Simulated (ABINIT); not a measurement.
Write the native input for ABINIT 10.8.3 (patched build) that does the following.

```yaml
Task: band structure
Functional: PBEsol
Potentials_or_basis: PseudoDojo NC SR PBEsol v0.4.1 standard
Cutoff: 980 eV
k_mesh: 11 × 11 × 11
Occupations: fermi-dirac, width 0.05 eV
Spin: no spin polarisation
```

The system is Sn.

```
CELL_PARAMETERS angstrom
-1.72654 1.77555 2.33834
1.72654 -1.77555 2.33834
1.72654 1.77555 -2.33834
ATOMIC_POSITIONS crystal
Sn 0.00000 0.00000 0.00000
```

This isn't the form of Sn at room conditions, which is tetragonal (white tin).

The input as run:

run.abi

```
# Datasets: ground state, then fixed potential
ndtset 2

# Pseudopotentials
pp_dirpath "./"
pseudos "Sn.upf"

# Structure
acell 3*1.0
rprim
    -3.2626858535     3.3552975514     4.4188259657
     3.2626858535    -3.3552975514     4.4188259657
     3.2626858535     3.3552975514    -4.4188259657
ntypat 1
znucl 50
natom 1
typat 1
xcart
     0.0000000000     0.0000000000     0.0000000000
chkprim 0
chksymtnons 0
tolsym 1.0e-6

# Plane-wave basis
ecut 36.0

# Exchange and correlation
ixc -116133

# Bands and occupations
occopt 3
tsmear 0.00183747

# SCF cycle
nstep 100

# Output
iomode 3
prtwf 0
prteig 0
prtebands 0
enunit 1
prtden1 1
prtvha1 1
prtvclmb1 1
prtpot1 1
prtelf1 1

# Dataset 1
kptopt1 1
ngkpt1 11 11 11
nshiftk1 1
shiftk1 0.0 0.0 0.0
nband1 11
tolvrs1 1.0e-10

# Dataset 2: bands along G-X-L-T-W-R-X1-Z-G-Y-S-W
iscf2 -2
getden2 1
nband2 17
nbdbuf2 4
tolwfr2 1.0e-11
kptopt2 -11
ndivsm2 8
prteig2 1
kptbounds2
     0.0000000000     0.0000000000     0.0000000000
    -0.3862939988     0.3862939988     0.3862939988
    -0.2804352521     0.2804352521     0.4921527456
     0.0000000000     0.0000000000     0.5000000000
     0.2500000000     0.2500000000     0.2500000000
     0.0000000000     0.5000000000     0.0000000000
     0.3862939988     0.6137060012    -0.3862939988
     0.5000000000     0.5000000000    -0.5000000000
     0.0000000000     0.0000000000     0.0000000000
     0.3941412533    -0.3941412533     0.3941412533
     0.5000000000     0.0000000000     0.0000000000
     0.2500000000     0.2500000000     0.2500000000
```

Potentials or basis: PseudoDojo NC SR PBEsol v0.4.1 standard.

Command:

```sh
$ abinit run.abi > log 2>&1
```

Results of the run:

```yaml
Pressure: -3.6 GPa
Band_gap_on_the_k_mesh: none (metal or under the smearing width)
Valence_electrons_inside_the_program's_atomic_spheres: Sn 10.53 (radii [1.0584] Å)
```

Caveat: spin-orbit coupling is left out, which moves the levels of the heavy elements.

Run time: 2.8 min on 1 thread of Arm Neoverse V2, on a shared host, peak memory 0.18 GiB.
